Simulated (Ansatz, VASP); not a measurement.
## Si: VASP beside Ansatz

Aim: how closely do two programs agree when they are given the same cell, functional and k mesh? The structure shown is the end of the Ansatz relaxation below.

Main program and level: Ansatz 0.2.0; plane waves, with VASP 6.6.1 beside it; single point at PBEsol.

### Step 1. Starting point

It takes space group Fd-3m (No. 227, cubic). The conventional cell has a = 5.433 Å, b = 5.433 Å, c = 5.433 Å, α = 90.00°, β = 90.00°, γ = 90.00°. Nearest to Si lie 4 Si at 2.35 Å.

### Step 2. Ansatz: relaxation, PBEsol

Ansatz runs on its PAW soft_1 files.

This run makes the geometry at which the two programs are then compared.

File input.yaml:

```yaml
crystal:
  lattice:
    - [3.842009, 0.0, 0.0]
    - [-1.9210045, 3.3272773956, 0.0]
    - [0.0, 0.0, 9.410961]
  atoms:
    - { symbol: Si, position: [0.0, 0.0, 0.5] }
    - { symbol: Si, position: [0.0, 0.0, 0.75] }
    - { symbol: Si, position: [0.3333333, 0.6666667, 0.8333333] }
    - { symbol: Si, position: [0.3333333, 0.6666667, 0.0833333] }
    - { symbol: Si, position: [0.6666667, 0.3333333, 0.1666667] }
    - { symbol: Si, position: [0.6666667, 0.3333333, 0.4166667] }
kpoints:
  mp_grid: { grid: [8, 8, 3] }
scf:
  occupations: { method: fermi_dirac, width: 0.02 }
hamiltonian:
  xc: pbesol
  pseudopotentials: { kind: paw, azcp: { folder: soft_1 }, xc_functional: pbe }
basis:
  ecutwfc: 600
output:
  forces: true
  stress: true
  write_density: true
  write_potential: true
  elf: true
  volumetric_format: npy
relax:
  f_tol: 0.005
  max_steps: 70
  cell: { stress_tol: 0.02, p_target: 0, fix: [a, b, alpha, beta, gamma] }
```

The run is started by

```sh
> ansatz run input.yaml --threads 8 --pin off --max-ram 18432MiB --backend cpu --events-out ev --progress --plain --runs-dir out
```

Numbers of over 12 decimals in the logs are rounded to 6 here.

Log:

```text
Engine: ansatz 0.2.0, aarch64-unknown-linux-gnu
Pseudopotentials: kind: paw
Pseudopotential: Si, paw, valence charge 4, recommended cutoff 420 eV (normal), soft_1/Si.paw.azcp
Functional definition: PBEsol
  exchange = pbesol_x
  correlation = pbesol_c
Crystal: 6 atoms, lattice volume = 120.304 Å³
Basis set: ecut = 600 eV, 4075 PW (Γ), exchange–correlation on 64×64×160 points (8 copies of the dense FFT grid, shifted against one another)
Bands: 18, of which v1, the nominal top of the filled ones, is band 12 counted from 1 (11 counted from 0)
Symmetry: 36 space group operations
Space group: Fd-3m (ITA 227), of the structure as read, at distance tolerance 4.9e-5 Å
k-points: 25 of 192
Non-local potential: Si, projectors of the file, l = 0: 2, l = 1: 2, l = 2: 1
PAW form: soft (Blöchl's): semilocal exchange-correlation on the pseudo side does not see the compensation charge
PAW frozen core: Si, regenerated for the run's functional, and the local potential with it (the file was generated under x = pbe(κ = 0.804, μ = 0.219515), c = pbe(β = 0.066725))
PAW one-centre angular grid: Si, 110 points (default); XC on 64 Gauss nodes
Initial density: superposition of atomic densities (chi_scale 0.1, normalization cell)
Initial wavefunctions: pseudopotential atomic-orbital guess
Functional: x = pbesol(κ = 0.804, μ = 0.123457), c = pbesol(β = 0.046)
SCF iter   1: F=—  HF=-3729.612550 eV  |F-HF|=—  |Δ(HF+E_count)|=         —  Δρ=4.58e-2  dr2=2.25e0  ethr=3.10e-3  ⟨swp⟩=8.4  Hψ=3191  notcnv=0
preconditioner: auto → Resta (q_TF=auto, 2.086 Å⁻¹)  ε∞=5.3  [insulator: Δε(μ)=0.927 eV  Ē_g=8.006 eV  σ=0.020 eV  W_gap=1.00  n_scr=24 (ndim 8)  ℏωp=16.6 eV  f_vac=0.000  D(μ)=0.00/eV (n_scr^D=0)  ε∞_Penn≈5.3]
SCF iter   2: F=—  HF=-3729.170475 eV  |F-HF|=—  |Δ(HF+E_count)|=   4.42e-1  Δρ=2.59e-2  dr2=7.56e-1  ethr=3.10e-3  ⟨swp⟩=1.1  Hψ=655  notcnv=0  defer=5
SCF iter   3: F=—  HF=-3728.957750 eV  |F-HF|=—  |Δ(HF+E_count)|=   2.13e-1  Δρ=2.06e-3  dr2=4.73e-3  ethr=3.10e-3  ⟨swp⟩=3.0  Hψ=821  notcnv=0  defer=5
SCF iter   4: F=—  HF=-3728.961439 eV  |F-HF|=—  |Δ(HF+E_count)|=   3.69e-3  Δρ=3.16e-4  dr2=1.92e-4  ethr=1.97e-5  ⟨swp⟩=2.6  Hψ=741  notcnv=0  defer=34
SCF iter   5: F=—  HF=-3728.961608 eV  |F-HF|=—  |Δ(HF+E_count)|=   1.69e-4  Δρ=4.42e-5  dr2=1.33e-6  ethr=8.00e-7  ⟨swp⟩=2.4  Hψ=730  notcnv=0  defer=34
SCF iter   6: F=—  HF=-3728.961641 eV  |F-HF|=—  |Δ(HF+E_count)|=   3.33e-5  Δρ=1.98e-6  dr2=2.95e-9  ethr=4.17e-10  ⟨swp⟩=9.4  Hψ=2866  notcnv=0
SCF iter   7: F=-3728.961641 eV  HF=-3728.961641 eV  |F-HF|=3.59e-11  |Δ(HF+E_count)|=   1.02e-8  Δρ=1.39e-7  dr2=1.73e-11  ethr=1.23e-11  ⟨swp⟩=5.3  Hψ=2386  notcnv=0
SCF 1 converged in 7 iterations: F = -3728.961641 eV  dr2 = 1.73e-11
  greatest PAW one-centre occupation: 0.626 electrons in one spin orbital (limit 2), on the Si atom at site 5 (counted from 0), in its partial waves of l = 0
relax step   1: F+E_penalty+E_count = -3728.96164132 eV  Δ(F+E_penalty+E_count) = +0.000e0 eV  max|allowed force component| = 1.568e-3 eV/Å  Δτ_max = 0.0000 Å  P = +0.001 GPa  Ω = 120.304 Å³  fix = [a, b, alpha, beta, gamma]  reactions: a +0.023, b +0.023 GPa  (7 SCF iters, dr2 threshold 1.00e-7 eV, accepted)
[...]
relax step   2: F+E_penalty+E_count = -3728.96164632 eV  Δ(F+E_penalty+E_count) = -5.002e-6 eV  max|allowed force component| = 8.390e-4 eV/Å  Δτ_max = 0.0002 Å  P = +0.026 GPa  Ω = 120.273 Å³  energy of the carried Pulay correction = +3.786e-7 eV  fix = [a, b, alpha, beta, gamma]  reactions: a +0.039, b +0.039 GPa  (3 SCF iters, dr2 threshold 4.48e-9 eV, accepted)
[...]
relax step   3: F+E_penalty+E_count = -3728.96164595 eV  Δ(F+E_penalty+E_count) = +3.685e-7 eV  max|allowed force component| = 8.421e-4 eV/Å  Δτ_max = 0.0000 Å  P = +0.026 GPa  Ω = 120.273 Å³  fix = [a, b, alpha, beta, gamma]  reactions: a +0.039, b +0.039 GPa  stress off target by 3.29e-4 GPa on what of the cell is left free  SCF on the basis re-selected at this cell (its energy is not comparable with the rows above)  (4 SCF iters)
basis re-selected at this cell: Δ(F+E_penalty+E_count) = +3.685e-7 eV, ΔP = -0.000 GPa vs the last step (what re-selecting the basis moved, of the pressure what is left beyond the Pulay correction that the steps carried, after the strain that the cell walked since its last selection, with what the two solves' SCF thresholds leave and, on support functions, any second-order correction that the steps lacked; it is no m [...]
SCF converged after 4 iterations
Free energy (F): -3728.961646 eV
Harris-Foulkes:  -3728.961646 eV  (|F-HF|=2.73e-12)
Internal energy: -3728.961646 eV  (E = F + TS)
E sigma→0 (E₀):  -3728.961646 eV
Entropy (-TS):   -0.000000 eV (-0.000 meV/atom)
Fermi energy:    6.440586 eV
--- Per-component energies (eV) ---
  E_band       = 25.826244
  E_kinetic    = 243.001413
  E_local      = -146.621696  (includes V_loc(G=0)·N_el)
  E_nonlocal   = 137.523928
  E_hartree    = 43.966945
  E_xc         = -335.171675
  E_vxc        = -286.405004  (∫ρ·V_xc dr)
  E_paw        = -2986.538206  (= ΣΔE_a)
  E_vpaw       = -9.606349  (= ΣTr[D̂ρ^β])
  E_aug_tail   = 0.000050  (compensation charges beyond the density's cutoff)
  E_ewald      = -685.311769
  E_core_change = 0.189364  (= ΣΔE_core)
  E_smearing   = -0.000000  (= −TS)
  E_closure    = -0.000000  (closes the sum)
  Σ components = -3728.961646   (vs F -3728.961646, Δ=0.00e0)
--- Forces (eV/Å), atoms counted from 1 ---
  atom   1  Si     0.00000000     0.00000000     0.00084206
  atom   2  Si     0.00000000    -0.00000000    -0.00084206
  atom   3  Si    -0.00000000     0.00000000     0.00084206
  atom   4  Si    -0.00000000    -0.00000000    -0.00084206
  atom   5  Si     0.00000000     0.00000000     0.00084206
  atom   6  Si     0.00000000    -0.00000000    -0.00084206
  max |Σ_I F_I| component: 6.17e-17 eV/Å
--- Stress (GPa, compression-positive) ---
        0.039104      -0.000000      -0.000000
       -0.000000       0.039104      -0.000000
       -0.000000      -0.000000      -0.000329
  P = ⅓ Tr σ = 0.0260 GPa (0.260 kbar)
--- Band table (eV; the first three rows and the last of 25) ---
  k-point 0: bands = [... 8 lower, 5.1527, 6.1584, 6.1584, 6.1623, 7.8430, 7.8430, 8.6782, 8.6782, ... 2 higher]
  k-point 1: bands = [... 8 lower, 5.4912, 5.4912, 5.9179, 5.9179, 7.6417, 8.2185, 8.6436, 9.0305, ... 2 higher]
  k-point 2: bands = [... 8 lower, 4.7785, 5.2033, 5.7209, 5.9092, 8.3277, 8.6489, 8.6762, 8.9482, ... 2 higher]
  k-point 24: bands = [... 8 lower, 2.5092, 3.2353, 3.3405, 4.1115, 8.2414, 8.3842, 9.3722, 10.1804, ... 2 higher]
--- Relaxed structure (2 steps of the walk, 2 accepted, 1 SCFs on fresh bases) ---
  F+E_penalty+E_count = -3728.96164595 eV   max|allowed force component| = 8.421e-4 eV/Å   (the final SCF, on the basis selected at the relaxed cell)
  cell:  # Å, volume = 120.2729 Å³
    - [3.842009, 0, 0]
    - [-1.921005, 3.327277, 0]
    - [0, 0, 9.408503]
  atoms:
    - { symbol: Si, position: [0, 0, 0.499979] }
    - { symbol: Si, position: [0, 0, 0.750021] }
    - { symbol: Si, position: [0.333333, 0.666667, 0.833312] }
    - { symbol: Si, position: [0.333333, 0.666667, 0.083355] }
    - { symbol: Si, position: [0.666667, 0.333333, 0.166645] }
    - { symbol: Si, position: [0.666667, 0.333333, 0.416688] }
```

### Step 3. VASP: single point, PBEsol, pair 1

The same cell, functional, mesh and smearing now go to VASP, with its own data sets.

Lines of VASP's logs that name or quote its potential files are left out, and so is its time.

File INCAR:

```
SYSTEM = Si
PREC = Accurate
ENCUT = 500
EDIFF = 1E-06
NELM = 120
ISMEAR = -1
SIGMA = 0.02
LREAL = .FALSE.
ALGO = Normal
GGA = PS
NBANDS = 18
LORBIT = 11
LWAVE = .FALSE.
LCHARG = .FALSE.
ISIF = 2
LASPH = .TRUE.
GGA_COMPAT = .FALSE.
EFERMI = MIDGAP
KPAR = 2
```

File POSCAR:

```
Si
1.0
    3.8420090000      0.0000000000      0.0000000000
   -1.9210045000      3.3272773956      0.0000000000
    0.0000000000      0.0000000000      9.4085028201
Si
6
Direct
    0.0000000000      0.0000000000      0.4999785823
    0.0000000000      0.0000000000      0.7500214177
    0.3333333333      0.6666666667      0.8333119156
    0.3333333333      0.6666666667      0.0833547511
    0.6666666667      0.3333333333      0.1666452489
    0.6666666667      0.3333333333      0.4166880844
```

File KPOINTS:

```
Automatic mesh
0
Gamma
8 8 3
0 0 0
```

The projector-augmented-wave data sets are Si (PBE family, release 64).

The run is started by

```sh
> mpirun -np 2 vasp_std
```

Log:

```text
[banner, memory and clock lines left out]
running    2 mpi-ranks, on    1 nodes
 distrk:  each k-point on    1 cores,    2 groups
 distr:  one band on    1 cores,    1 groups

 POSCAR found type information on POSCAR Si
 POSCAR found :  1 types and       6 ions
|                                                                             |
|               ----> ADVICE to this user running VASP <----                  |
|                                                                             |
|     You enforced a specific xc type in the INCAR file but a different       |
|     [... a line on the potential file left out ...]
|     I HOPE YOU KNOW WHAT YOU ARE DOING!                                     |
|                                                                             |

 LDA part: xc-table for (Slater+PW92), standard interpolation
 POSCAR, INCAR and KPOINTS ok, starting setup
 FFT: planning ... GRIDC
 FFT: planning ... GRID_SOFT
 FFT: planning ... GRID
 WAVECAR not read
 entering main loop
       N       E                     dE             d eps       ncg     rms          rms(c)
DAV:   1     0.503774298167E+02    0.50377E+02   -0.91660E+03   900   0.106E+03
DAV:   2    -0.316464701738E+02   -0.82024E+02   -0.79520E+02  1150   0.153E+02
DAV:   3    -0.351058855426E+02   -0.34594E+01   -0.34407E+01  1236   0.307E+01
DAV:   4    -0.351421238223E+02   -0.36238E-01   -0.36215E-01  1212   0.391E+00
DAV:   5    -0.351426949294E+02   -0.57111E-03   -0.57094E-03  1234   0.459E-01    0.860E+00
DAV:   6    -0.346815966561E+02    0.46110E+00   -0.23432E-01  1030   0.212E+00    0.517E+00
DAV:   7    -0.344728490953E+02    0.20875E+00   -0.46145E-01  1076   0.305E+00    0.298E-01
DAV:   8    -0.344736093368E+02   -0.76024E-03   -0.23354E-02  1044   0.819E-01    0.112E-01
DAV:   9    -0.344737936137E+02   -0.18428E-03   -0.58030E-04  1298   0.144E-01    0.899E-02
DAV:  10    -0.344738689385E+02   -0.75325E-04   -0.15722E-04  1036   0.664E-02    0.543E-02
DAV:  11    -0.344738701515E+02   -0.12130E-05   -0.45336E-06  1166   0.124E-02    0.233E-03
DAV:  12    -0.344738703262E+02   -0.17471E-06   -0.23219E-07   700   0.288E-03
   1 F= -.34473870E+02 E0= -.34473870E+02  d E =-.180536E-07
```

OUTCAR, selected parts (step 3):

```text
ion  position               nearest neighbor table
   1  0.000  0.000  0.500-   2 2.35   6 2.35   6 2.35   6 2.35
   2  0.000  0.000  0.750-   1 2.35   3 2.35   3 2.35   3 2.35
   3  0.333  0.667  0.833-   4 2.35   2 2.35   2 2.35   2 2.35
   4  0.333  0.667  0.083-   3 2.35   5 2.35   5 2.35   5 2.35
   5  0.667  0.333  0.167-   6 2.35   4 2.35   4 2.35   4 2.35
   6  0.667  0.333  0.417-   5 2.35   1 2.35   1 2.35   1 2.35

  LATTYP: Found a hexagonal cell.
 ALAT       =     3.8420090000
 C/A-ratio  =     2.4488497607

 Subroutine GETGRP returns: Found 12 space group operations
 (whereof  6 operations were pure point group operations)

The static configuration has the point symmetry C_3v.
 The point group associated with its full space group is D_3d.

 Found     25 irreducible k-points:

   k-points           NKPTS =     25   k-points in BZ     NKDIM =     25   number of bands    NBANDS=     18

   dimension x,y,z NGX =    28 NGY =   28 NGZ =   70
   dimension x,y,z NGXF=    56 NGYF=   56 NGZF=  140

   ENCUT  =  500.0 eV  36.75 Ry    6.06 a.u.   7.00  7.00 17.15*2*pi/ulx,y,z

   NELECT =      24.0000    total number of electrons

 k-points in reciprocal lattice and weights: Automatic mesh
   0.00000000  0.00000000  0.00000000       0.005
   0.12500000  0.00000000  0.00000000       0.031
   0.25000000  0.00000000  0.00000000       0.031
   0.37500000  0.00000000  0.00000000       0.031
   0.50000000  0.00000000  0.00000000       0.016
   0.12500000  0.12500000  0.00000000       0.031
   0.25000000  0.12500000  0.00000000       0.062
   0.37500000  0.12500000  0.00000000       0.062
   0.25000000  0.25000000  0.00000000       0.031
[...]
0.25000000  0.25000000  0.33333333       0.062
   0.37500000  0.25000000  0.33333333       0.062

 average (electrostatic) potential at core
       1 -83.0496       2 -83.0496       3 -83.0496       4 -83.0496       5 -83.0496
       6 -83.0496

 E-fermi :   6.0561

 k-point     1 :       0.0000    0.0000    0.0000
  band No.  band energies     occupation
    ...
      8       4.7716      2.00000
      9       4.7716      2.00000
     10       5.7769      2.00000
     11       5.7769      2.00000
     12       5.7808      2.00000
     13       7.4630      0.00000
     14       7.4630      0.00000
     15       8.2941      0.00000
     16       8.2941      0.00000
     17       8.2959      0.00000
    ...

 k-point     2 :       0.1250    0.0000    0.0000
  band No.  band energies     occupation
    ...
      8       4.1782      2.00000
      9       4.3975      2.00000
     10       4.8223      2.00000
     11       5.3390      2.00000
     12       5.5278      2.00000
     13       7.9437      0.00000
     14       8.2658      0.00000
     15       8.2950      0.00000
     16       8.5666      0.00000
     17       8.8961      0.00000
    ...

 k-point     3 :       0.2500    0.0000    0.0000
  band No.  band energies     occupation
    ...
      8       2.7552      2.00000
      9       3.5168      2.00000
     10       4.4418      2.00000
     11       4.6596      2.00000
     12       4.8416      2.00000
     13       7.1077      0.00000
     14       8.1411      0.00000
     15       8.1486      0.00000
     16       8.9312      0.00000
     17       8.9477      0.00000
    ...

  Total        0.1189365      0.1189365      0.0890022     -0.0000000      0.0000000      0.0000000
  in kB        1.5843739      1.5843739      1.1856143     -0.0000000      0.0000000      0.0000000
  external PRESSURE =       1.4514541 kB  Pullay stress =       0.0000000 kB

  energy-cutoff  :      500.00
  volume of cell :      120.27
      direct lattice vectors                 reciprocal lattice vectors
     3.842009000  0.000000000  0.000000000     0.260280494  0.150273013  0.000000000
    -1.921004500  3.327277396  0.000000000     0.000000000  0.300546026  0.000000000
     0.000000000  0.000000000  9.408502820     0.000000000  0.000000000  0.106286836

 POSITION                                       TOTAL-FORCE (eV/Angst)
 -----------------------------------------------------------------------------------
      0.00000      0.00000      4.70405         0.000000     -0.000000      0.000864
      0.00000      0.00000      7.05658         0.000000      0.000000     -0.000864
     -0.00000      2.21818      7.84022        -0.000000     -0.000000      0.000864
     -0.00000      2.21818      0.78424         0.000000      0.000000     -0.000864
      1.92100      1.10909      1.56788        -0.000000     -0.000000      0.000864
      1.92100      1.10909      3.92041        -0.000000      0.000000     -0.000864
 -----------------------------------------------------------------------------------
    total drift:                                0.000000     -0.000000      0.000000

  FREE ENERGIE OF THE ION-ELECTRON SYSTEM (eV)
  ---------------------------------------------------
  free  energy   TOTEN  =       -34.4738703262 eV

  energy  without entropy=      -34.4738703081  energy(sigma->0) =      -34.47387032

 total charge
# of ion       s       p       d       tot
------------------------------------------
    1        0.752   0.938   0.000   1.690
    2        0.752   0.938   0.000   1.690
    3        0.752   0.938   0.000   1.690
    4        0.752   0.938   0.000   1.690
    5        0.752   0.938   0.000   1.690
    6        0.752   0.938   0.000   1.690
--------------------------------------------------
tot          4.512   5.628   0.000  10.141

[... 3 further parts left out ...]
```

The run ends at a pressure of 0.15 GPa, with forces up to 8.6e-4 eV/Å.

### Step 4. Comparison

Known differences besides the potentials themselves: the cutoff is 600 eV in Ansatz and 500 eV in VASP; Ansatz makes its cores anew for this functional, VASP keeps those of its PBE data sets; Ansatz's pressure holds a Pulay correction, VASP's none. Total energies have different zeros and are not compared.

Both answers:

| quantity | Ansatz | VASP | difference |
| --- | --- | --- | --- |
| pressure (GPa) | 0.03 | 0.15 | -0.12 |
| gap on the k mesh (eV) | 0.581 | 0.575 | +0.006 |

A gap on the mesh is an upper bound, since the band edges may lie between its points.

### Step 5. Ansatz: relaxation, PBEsol

This run makes the geometry at which the two programs are then compared. The cell compared in this pair holds 116.65 Å³, against 120.27 Å³ for the pair before.

The structure compared here is the end of the Ansatz relaxation.

input.yaml, as its differences from that of step 2:

```diff
@@ -2,5 +2,5 @@
   lattice:
-    - [3.842009, 0.0, 0.0]
-    - [-1.9210045, 3.3272773956, 0.0]
-    - [0.0, 0.0, 9.410961]
+    - [3.76516882, 0.0, 0.0]
+    - [-1.88258441, 3.2607318477, 0.0]
+    - [0.0, 0.0, 9.523892532]
   atoms:
```

The run is started by

```sh
> ansatz run input.yaml --threads 8 --pin off --max-ram 18432MiB --backend cpu --events-out ev --progress --plain --runs-dir out
```

Log:

```text
[...]
Crystal: 6 atoms, lattice volume = 116.927 Å³
Basis set: ecut = 600 eV, 3921 PW (Γ), exchange–correlation on 64×64×160 points (8 copies of the dense FFT grid, shifted against one another)
Bands: 18, of which v1, the nominal top of the filled ones, is band 12 counted from 1 (11 counted from 0)
Symmetry: 36 space group operations
[...]
k-points: 25 of 192
[...]
cell:  # Å, volume = 116.6470 Å³
    - [3.765169, 0, 0]
    - [-1.882584, 3.260732, 0]
    - [0, 0, 9.501102]
  atoms:
    - { symbol: Si, position: [0, 0, 0.501390] }
    - { symbol: Si, position: [0, 0, 0.748610] }
    - { symbol: Si, position: [0.333333, 0.666667, 0.834724] }
    - { symbol: Si, position: [0.333333, 0.666667, 0.081943] }
    - { symbol: Si, position: [0.666667, 0.333333, 0.168057] }
    - { symbol: Si, position: [0.666667, 0.333333, 0.415276] }
[key lines of the parts left out:]
SCF converged after 5 iterations
Free energy (F): -3728.893259 eV
Fermi energy:    6.729765 eV
P = ⅓ Tr σ = 3.0845 GPa (30.845 kbar)
```

(Part 1 of 2 ends here.)

[Lines on the potential files, build, host, timing and source positions are cut from VASP's logs without a mark.]

[Logs are printed without paths, hosts, clocks, repeated set-up lines and the standing remarks that a program may print on its own settings, such as how far it seeks lower states.]

[Hosts, paths, dates, database ids (printed as entryN), source tags and the programs' standing remarks are cut or masked in the printed files.]
